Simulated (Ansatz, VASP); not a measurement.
Au: 3 runs at one level of theory

```xyz
1
Lattice="0.0000 2.0350 2.0350 2.0350 0.0000 2.0350 2.0350 2.0350 0.0000" Properties=species:S:1:pos:R:3 pbc="T T T"
Au    0.0000    0.0000    0.0000
```

Alike in all runs: task band structure; functional LDA; k mesh 8 × 8 × 8; occupations fermi-dirac, width 0.05 eV; spin-orbit coupling, no magnetisation; with spin-orbit coupling. LDA stands for any of its common fits. Pressure is positive in compression and, in plane waves, holds the error of the finite cutoff, which Ansatz's Pulay term estimates and takes out.

```csv
program and potentials,plane-wave cutoff (eV),notes,pressure (GPa)
"Ansatz, Ansatz PAW",420,"potentials made for PBE, which Ansatz adapts in part; 19 valence electrons an atom on average; Pulay term of +0.04 GPa included",-3.38
"Ansatz, all-electron LAPW, relativistic spinors",-,-,-3.37
"VASP, LDA PAW files Au, 520 eV",520,11 valence electrons an atom on average,-2.67
```

The pressure spans -3.38 (Ansatz, Ansatz PAW) to -2.67 GPa (VASP, LDA PAW files Au, 520 eV), with all-electron results at -3.37.

The functional is the same throughout but for its coding, so the spread measures potentials, basis and numerics; runs on potential files found faulty are left out.

All three runs put the gold cell under tension: at this volume, close to the experimental one, LDA would have the lattice contract. That is the expected sign, since LDA overbinds the 5d metals slightly. Gold is also stiff, because the nearly full 5d shells resist compression while relativistically stabilised 6s states and s-d hybridisation add to the cohesion. A pressure of a few GPa therefore corresponds to only a small change in lattice constant.

The Ansatz PAW result, -3.38 GPa, all but coincides with the all-electron value of -3.37 GPa, whereas VASP gives a weaker tension of -2.67 GPa. The 11-electron potential leaves the 5s and 5p shells in the frozen core, and their missing response may account for part of the difference, though the construction of the potential and residual basis-set stress could contribute as well. The close agreement of the other two supports their pressure at this volume, but does not by itself establish equally close agreement in the bulk modulus or the bands.
